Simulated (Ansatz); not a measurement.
**Structure types of Ca compared at 32 GPa**

Structure types of Ca are relaxed in primitive cells with their symmetry kept at 32 GPa, on PAW files; LAPW relaxes the small cells further and takes the PAW cell for the others (marked *). The enthalpy is E + pV at zero temperature, without zero-point motion. Only the types listed were tried, and differences under about 5 meV/atom are mesh noise. The real phase may be another.

Computed with Ansatz 0.2.0; functional PBE, scalar-relativistic. Settings: Fermi–Dirac smearing of 0.05 eV, no spin polarisation. Methods: LAPW: all electrons, basis error target 0.5 meV/atom; PAW: frozen-core files, cutoff 420 eV.

k meshes: fcc 15×15×15, bcc 15×15×15, hcp 14×14×8, hP4 9×9×6, beta tin 15×15×15, A7 12×12×12.

Which type is lowest in enthalpy, and by how much?

bcc, 5 meV/atom below beta tin, which is within the noise of the k meshes. The whole table:

| start type | ends as | a, b, c (Å) | V (Å³/atom) | H − H(lowest), LAPW (meV/atom) | same, PAW |
| --- | --- | --- | --- | --- | --- |
| fcc | fcc, Fm-3m | 4.416, 4.416, 4.416 | 21.53 | 50.5 | 50.5 |
| bcc | bcc, Im-3m | 3.492, 3.492, 3.492 | 21.29 | 0.0 | 0.0 |
| hcp | hcp, P6_3/mmc | 3.073, 3.073, 5.188 | 21.22 | 35.4 | 35.4 |
| hP4* | dhcp, P6_3/mmc | 3.100, 3.100, 10.308 | 21.45 | 50.2 | 50.2 |
| beta tin | beta tin, I4_1/amd | 5.308, 5.308, 2.841 | 20.01 | 4.6 | 4.6 |
| A7 | R-3m, R-3m | 3.668, 3.668, 5.133 | 19.93 | 63.1 | 63.1 |
